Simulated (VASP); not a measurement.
# SnSe (Pnma) in VASP: a series of runs, part 2 of 2

VASP 6.6.1. Earlier steps stand in the parts before.

### 3 Relaxation of shape and atoms at fixed volume, PBE (a relaxed cell with its volume scaled by 0.96)

INCAR reads:

```
SYSTEM = SnSe
ALGO = Normal
EDIFF = 1E-7
EDIFFG = -0.01
ENCUT = 300
GGA = PE
IBRION = 2
ISIF = 4
ISMEAR = 0
KPAR = 2
LASPH = .TRUE.
LCHARG = .FALSE.
LREAL = .FALSE.
LWAVE = .FALSE.
NELM = 80
NSW = 40
PREC = Accurate
SIGMA = 0.03
```

KPOINTS reads:

```
k-points
0
G
  2 4 4
  0 0 0
```

POSCAR reads:

```
SnSe                                    
1.0
   11.7534712964      0.0000000000      0.0000000000
    0.0000000000      4.1866573338      0.0000000000
    0.0000000000      0.0000000000      4.3897870608
  Sn              Se            
     4     4
Direct
     0.1243956973928080    0.2500000000000000    0.0993078228963249
     0.3756043026071921    0.7500000000000000    0.5993078228963246
     0.6243956973928081    0.2500000000000000    0.4006921771036751
     0.8756043026071919    0.7500000000000000    0.9006921771036754
     0.3550976478128754    0.2500000000000000    0.0209210976303412
     0.1449023521871246    0.7500000000000000    0.5209210976303408
     0.8550976478128753    0.2500000000000000    0.4790789023696588
     0.6449023521871247    0.7500000000000000    0.9790789023696592
```

Potentials or basis: VASP PAW PBE potentials, release 64 (Sn, Se).

Launch:

```sh
$ cat potpaw_PBE.64/Sn/POTCAR potpaw_PBE.64/Se/POTCAR > POTCAR
$ mpirun -np 2 vasp_std > vasp.out
```

OUTCAR:

```text
SYSTEM = SnSe
   EDIFF = 1E-7
   EDIFFG = -0.01
   ENCUT = 300
   GGA = PE
   IBRION = 2
   ISIF = 4
   ISMEAR = 0
   LASPH = .TRUE.
   LREAL = .FALSE.
   NELM = 80
   NSW = 40
   PREC = Accurate

 ion  position               nearest neighbor table
   1  0.124  0.250  0.099-   5 2.73   6 2.80   6 2.80   4 3.70   4 3.70
   2  0.376  0.750  0.599-   6 2.73   5 2.80   5 2.80   3 3.70   3 3.70
   3  0.624  0.250  0.401-   7 2.73   8 2.80   8 2.80   2 3.70   2 3.70
   4  0.876  0.750  0.901-   8 2.73   7 2.80   7 2.80   1 3.70   1 3.70
   5  0.355  0.250  0.021-   1 2.73   2 2.80   2 2.80
   6  0.145  0.750  0.521-   2 2.73   1 2.80   1 2.80
   7  0.855  0.250  0.479-   3 2.73   4 2.80   4 2.80
   8  0.645  0.750  0.979-   4 2.73   3 2.80   3 2.80

  LATTYP: Found a simple orthorhombic cell.
 ALAT       =     4.1866573338
 B/A-ratio  =     1.0485183551
 C/A-ratio  =     2.8073640519

  Lattice vectors:

 A1 = (   0.0000000000,   4.1866573338,   0.0000000000)
 A2 = (   0.0000000000,   0.0000000000,   4.3897870608)
 A3 = (  11.7534712964,   0.0000000000,   0.0000000000)

Analysis of symmetry for initial positions (statically):
=====================================================================
 Subroutine PRICEL returns:
 Original cell was already a primitive cell.

 Routine SETGRP: Setting up the symmetry group for a
 simple orthorhombic supercell.

 Subroutine GETGRP returns: Found  8 space group operations
 (whereof  2 operations were pure point group operations)
 out of a pool of  8 trial point group operations.

The static configuration has the point symmetry S_2 .
 The point group associated with its full space group is D_2h.

Analysis of symmetry for dynamics (positions and initial velocities):
=====================================================================
 Subroutine PRICEL returns:
 Original cell was already a primitive cell.

 Routine SETGRP: Setting up the symmetry group for a
 simple orthorhombic supercell.

 Subroutine GETGRP returns: Found  8 space group operations
 (whereof  2 operations were pure point group operations)
 out of a pool of  8 trial point group operations.

The dynamic configuration has the point symmetry S_2 .
 The point group associated with its full space group is D_2h.

 Subroutine INISYM returns: Found  8 space group operations
 (whereof  2 operations are pure point group operations),
 and found     1 'primitive' translations

----------------------------------------------------------------------------------------

                                     Primitive cell

  volume of cell :     216.0116

  direct lattice vectors                    reciprocal lattice vectors
    11.753471296  0.000000000  0.000000000     0.085081247  0.000000000  0.000000000
     0.000000000  4.186657334  0.000000000     0.000000000  0.238854036  0.000000000
     0.000000000  0.000000000  4.389787061     0.000000000  0.000000000  0.227801482

  length of vectors
    11.753471296  4.186657334  4.389787061     0.085081247  0.238854036  0.227801482

  position of ions in fractional coordinates (direct lattice)
     0.124395697  0.250000000  0.099307823
     0.375604303  0.750000000  0.599307823
     0.624395697  0.250000000  0.400692177
     0.875604303  0.750000000  0.900692177
     0.355097648  0.250000000  0.020921098
     0.144902352  0.750000000  0.520921098
     0.855097648  0.250000000  0.479078902
     0.644902352  0.750000000  0.979078902

  ion indices of the primitive-cell ions
[... 24 lines left out ...]

  Length of vectors
     0.042540624  0.059713509  0.056950371

  Shift w.r.t. Gamma in fractional coordinates (k-lattice)
     0.000000000  0.000000000  0.000000000

 Subroutine IBZKPT returns following result:
 ===========================================

 Found     18 irreducible k-points:

 Following reciprocal coordinates:
            Coordinates               Weight
  0.000000  0.000000  0.000000      1.000000
  0.500000  0.000000  0.000000      1.000000
  0.000000  0.250000  0.000000      2.000000
  0.500000  0.250000  0.000000      2.000000
  0.000000  0.500000  0.000000      1.000000
  0.500000  0.500000  0.000000      1.000000
[... 10 lines left out ...]
  0.000000  0.500000  0.500000      1.000000
  0.500000  0.500000  0.500000      1.000000
   k-points           NKPTS =     18   k-points in BZ     NKDIM =     18   number of bands    NBANDS=     25
   number of dos      NEDOS =    301   number of ions     NIONS =      8
   total plane-waves  NPLWV =  47040
   dimension x,y,z NGX =    70 NGY =   24 NGZ =   28
   dimension x,y,z NGXF=   140 NGYF=   48 NGZF=   56
   ions per type =               4   4
   NGX,Y,Z   is equivalent  to a cutoff of   9.90,  9.53, 10.60 a.u.
   NGXF,Y,Z  is equivalent  to a cutoff of  19.80, 19.06, 21.21 a.u.
 SYSTEM =  SnSe
   PREC   = accura    normal or accurate (medium, high low for compatibility)
   ISTART =      0    job   : 0-new  1-cont  2-samecut
   ICHARG =      2    charge: 1-file 2-atom 10-const
   ISPIN  =      1    spin polarized calculation?
   LNONCOLLINEAR =      F non collinear calculations
   LSORBIT =      F    spin-orbit coupling
   LASPH  =      T    aspherical Exc in radial PAW
   ENCUT  =  300.0 eV  22.05 Ry    4.70 a.u.  16.60  5.91  6.20*2*pi/ulx,y,z
   NELM   =     80;   NELMIN=  2; NELMDL= -5     # of ELM steps
   EDIFF  = 0.1E-06   stopping-criterion for ELM
   LREAL  =      F    real-space projection
   EDIFFG = -.1E-01   stopping-criterion for IOM
   NSW    =     40    number of steps for IOM
   IBRION =      2    ionic relax: 0-MD 1-quasi-New 2-CG
   NFREE  =      1    steps in history (QN), initial steepest desc. (CG)
   ISIF   =      4    stress and relaxation
   ISYM   =      2    0-nonsym 1-usesym 2-fastsym
   POTIM  = 0.5000    time-step for ionic-motion
   TEBEG  =    0.0;   TEEND  =   0.0 temperature during run
   PSTRESS=    0.0 pullay stress
   NELECT =      40.0000    total number of electrons
   NUPDOWN=      -1.0000    fix difference up-down
   EMIN   =  10.00;   EMAX   =-10.00  energy-range for DOS
   EFERMI =   0.00;   METHOD = LEGACY
   ISMEAR =     0;   SIGMA  =   0.03  broadening in eV -4-tet -1-fermi 0-gaus
   EFERMI_NEDOS =   21; number of points for ismear=-14 and -15
   IALGO  =     38    algorithm
   IMIX   =      4    mixing-type and parameters
     AMIX     =   0.40;   BMIX     =  1.00
     AMIX_MAG =   1.60;   BMIX_MAG =  1.00
  volume/ion in A,a.u.               =      27.00       182.21
  Fermi-wavevector in a.u.,A,eV,Ry     =   0.933116  1.763334 11.846677  0.870706
  Thomas-Fermi vector in A             =   2.059785
   LORBIT       =      0    0 simple, 1 ext, 2 COOP (PROOUT), +10 PAW based schemes
   GGA     = PE    functional components
   LHFCALC =     F    Hartree Fock is set to
   AEXX    =    0.0000 exact exchange contribution
   IVDW    =     0    specifies the selected vdW correction
   LEPSILON=     F    determine dielectric tensor
   LRPA    =     F    only Hartree local field effects (RPA)
 conjugate gradient relaxation of ions
 non-spin polarized calculation
 Gauss-broadening in eV      SIGMA  =   0.03
  energy-cutoff  :      300.00
  volume of cell :      216.01
 maximum number of plane-waves:      2576
 NGX is ok and might be reduce to    70
   NGX = 33   NGY = 11   NGZ = 13

--------------------------------------- Ionic step        1  -------------------------------------------

 number of electron      39.9999989 magnetization

 Free energy of the ion-electron system (eV)
  ---------------------------------------------------
  ext. energy  EPLUGINS =         0.00000000
  ---------------------------------------------------
  free energy    TOTEN  =       -32.87295445 eV

  energy without entropy =      -32.87295445  energy(sigma->0) =      -32.87295445

------------------------ aborting loop because EDIFF is reached ----------------------------------------

  FORCE on cell =-STRESS in cart. coord.  units (eV):
  Direction    XX          YY          ZZ          XY          YZ          ZX
  --------------------------------------------------------------------------------------
  -------------------------------------------------------------------------------------
  Total        2.9297998      2.9060785      2.7598534      0.0000000     -0.0000000      0.0000000
  in kB       21.7305893     21.5546466     20.4700813      0.0000000     -0.0000000      0.0000000
  external PRESSURE =      21.2517724 kB  Pullay stress =       0.0000000 kB
[... 281 lines left out ...]
--------------------------------------- Ionic step        8  -------------------------------------------

 number of electron      39.9999991 magnetization

 Free energy of the ion-electron system (eV)
  ---------------------------------------------------
  ext. energy  EPLUGINS =         0.00000000
  ---------------------------------------------------
  free energy    TOTEN  =       -32.90092009 eV

  energy without entropy =      -32.90092009  energy(sigma->0) =      -32.90092009

 E-fermi :   3.8394     XC(G=0):  -9.5772

 val. band max:        3.7013999919   @ k =   0.5000   0.0000   0.5000
 cond. band min:       4.5390003367   @ k =   0.0000   0.0000   0.0000
 fundamental gap:      0.8376003448
 Fermi energy:         3.8393975008

 k-point     1 :       0.0000    0.0000    0.0000
  band No.  band energies     occupation
      1      -9.7376      2.00000
      2      -9.4301      2.00000
      3      -8.7610      2.00000
      4      -8.3392      2.00000
      5      -3.0592      2.00000
      6      -2.0499      2.00000
[... 528 lines left out ...]
  FREE ENERGIE OF THE ION-ELECTRON SYSTEM (eV)
  ---------------------------------------------------
  free  energy   TOTEN  =       -32.9009200860 eV

  energy  without entropy=      -32.9009200860  energy(sigma->0) =      -32.90092009

 reached required accuracy - stopping structural energy minimisation
```

Run time: 62 s. Hardware: 2 MPI ranks of Intel Xeon 6975P-C (Granite Rapids), shared host; peak memory 0.21 GiB.

What came out:

- Free energy: -32.9009 eV
- Energy gained by relaxing: 3.5 meV/atom
- Ionic steps: 8
- Pressure after relaxing: 1.1 GPa
- Largest force after relaxing: 0.006 eV/Å
- Band gap on the k mesh: 0.84 eV, indirect (least direct gap 1.16 eV)

Forces in eV/Å, atoms in the order of the input:
```
Sn  -0.004  0.000 -0.004
Sn   0.004  0.000 -0.004
Sn  -0.004  0.000  0.004
Sn   0.004  0.000  0.004
Se  -0.003  0.000 -0.004
Se   0.003  0.000 -0.004
Se  -0.003  0.000  0.004
Se   0.003  0.000  0.004
```

The path:
```tsv
step	energy change (eV)	largest force (eV/Å)	pressure (GPa)
1	0.0000	0.2544	2.13
2	-0.0154	0.1598	1.77
3	-0.0245	0.0560	1.15
4	-0.0247	0.0458	1.22
5	-0.0276	0.0159	1.11
6	-0.0277	0.0133	1.11
7	-0.0278	0.0103	1.12
8	-0.0280	0.0059	1.12
```

Final structure:
```
CELL_PARAMETERS angstrom
11.70862 0.00000 0.00000
0.00000 4.21476 0.00000
0.00000 0.00000 4.37722
ATOMIC_POSITIONS crystal
Sn 0.12158 0.25000 0.09496
Sn 0.37842 0.75000 0.59496
Sn 0.62158 0.25000 0.40504
Sn 0.87842 0.75000 0.90504
Se 0.35668 0.25000 0.02445
Se 0.14332 0.75000 0.52445
Se 0.85668 0.25000 0.47555
Se 0.64332 0.75000 0.97555
```

Caveat: spin-orbit coupling is left out, which moves the levels of the heavy elements; this functional lacks dispersion, which binds the layers, so the pressure and a relaxed spacing across them are unreliable.

### 4 Relaxation of shape and atoms at fixed volume, PBE (a relaxed cell with its volume scaled by 0.98)

INCAR is that of step 3.

KPOINTS is that of step 3.

POSCAR: that of step 3 with these lines changed.

```diff
@@ -2,5 +2,5 @@
 1.0
-   11.7534712964      0.0000000000      0.0000000000
-    0.0000000000      4.1866573338      0.0000000000
-    0.0000000000      0.0000000000      4.3897870608
+   11.8345322806      0.0000000000      0.0000000000
+    0.0000000000      4.2155317451      0.0000000000
+    0.0000000000      0.0000000000      4.4200624110
   Sn              Se
```

Launch:

```sh
$ cat potpaw_PBE.64/Sn/POTCAR potpaw_PBE.64/Se/POTCAR > POTCAR
$ mpirun -np 2 vasp_std > vasp.out
```

Wall time 43 s (2 MPI ranks of Intel Xeon 6975P-C (Granite Rapids), shared host); peak memory 0.21 GiB.

The run converged. Its results:

- Free energy: -32.9234 eV
- Energy gained by relaxing: 0.8 meV/atom
- Ionic steps: 5
- Pressure after relaxing: 0.5 GPa
- Largest force after relaxing: 0.008 eV/Å
- Band gap on the k mesh: 0.89 eV, indirect (least direct gap 1.16 eV)

Forces on the atoms (eV/Å):
```
Sn  -0.004  0.000  0.006
Sn   0.004  0.000  0.006
Sn  -0.004  0.000 -0.006
Sn   0.004  0.000 -0.006
Se  -0.001  0.000 -0.008
Se   0.001  0.000 -0.008
Se  -0.001  0.000  0.008
Se   0.001  0.000  0.008
```

The path:
```
step  energy change (eV)  largest force (eV/Å)  pressure (GPa)
   1              0.0000                0.1229            1.00
   2             -0.0036                0.0799            0.84
   3             -0.0054                0.0428            0.45
   4             -0.0059                0.0233            0.57
   5             -0.0067                0.0083            0.50
```

Final structure:
```
Sn Se
1.0
    11.80990    0.00000    0.00000
     0.00000    4.22470    0.00000
     0.00000    0.00000    4.41967
Sn Se
4 4
Direct
  0.12299 0.25000 0.09713
  0.37701 0.75000 0.59713
  0.62299 0.25000 0.40287
  0.87701 0.75000 0.90287
  0.35591 0.25000 0.02293
  0.14409 0.75000 0.52293
  0.85591 0.25000 0.47707
  0.64409 0.75000 0.97707
```

Levels at points of the mesh, in eV from the valence-band top:
| k point | band 17 | band 18 | band 19 | band 20 | band 21 | band 22 | band 23 | band 24 |
| --- | --- | --- | --- | --- | --- | --- | --- | --- |
| (0.00, 0.00, 0.00) | -1.36 | -1.12 | -0.37 | -0.27 | 0.89 | 3.28 | 3.36 | 3.41 |
| (0.50, 0.00, 0.00) | -1.60 | -1.60 | -0.27 | -0.27 | 2.72 | 2.72 | 3.08 | 3.08 |
| (0.00, 0.50, 0.00) | -0.65 | -0.65 | -0.33 | -0.33 | 1.31 | 1.31 | 1.59 | 1.59 |
| (0.50, 0.50, 0.00) | -0.55 | -0.55 | -0.55 | -0.55 | 1.67 | 1.67 | 1.67 | 1.67 |
| (0.00, 0.00, 0.50) | -0.45 | -0.45 | -0.01 | -0.01 | 1.50 | 1.50 | 1.80 | 1.80 |
| (0.50, 0.00, 0.50) | -0.19 | -0.19 | 0.00 | 0.00 | 1.47 | 1.47 | 1.80 | 1.80 |
| (0.00, 0.50, 0.50) | -1.93 | -1.93 | -1.20 | -1.20 | 2.91 | 2.91 | 3.32 | 3.32 |
| (0.50, 0.50, 0.50) | -1.32 | -1.32 | -1.32 | -1.32 | 2.78 | 2.78 | 2.78 | 2.78 |

Caveat: spin-orbit coupling is left out, which moves the levels of the heavy elements; this functional lacks dispersion, which binds the layers, so the pressure and a relaxed spacing across them are unreliable. A k mesh can miss the band edges.

### 5 Overview

| cell | gap on the mesh (eV) | pressure (GPa) | largest force (eV/Å) |
| --- | --- | --- | --- |
| atoms relaxed at fixed volume from: a relaxed cell with its volume scaled by 0.94 | 0.76 | 1.8 | 0.01 |
| atoms relaxed at fixed volume from: a relaxed cell with its volume scaled by 0.96 | 0.84 | 1.1 | 0.01 |
| atoms relaxed at fixed volume from: a relaxed cell with its volume scaled by 0.98 | 0.89 | 0.5 | 0.01 |

Alike in all rows: task relaxation of shape and atoms at fixed volume; level PBE; potentials or basis VASP PAW PBE potentials, release 64 (Sn, Se); no spin polarisation; k mesh 2 × 4 × 4; cutoff (eV) 300; smearing gaussian 0.03 eV.

Caveats: spin-orbit coupling is left out, which moves the levels of the heavy elements; this functional lacks dispersion, which binds the layers, so the pressure and a relaxed spacing across them are unreliable.

Absolute energies hang on the potentials; compare differences alone.
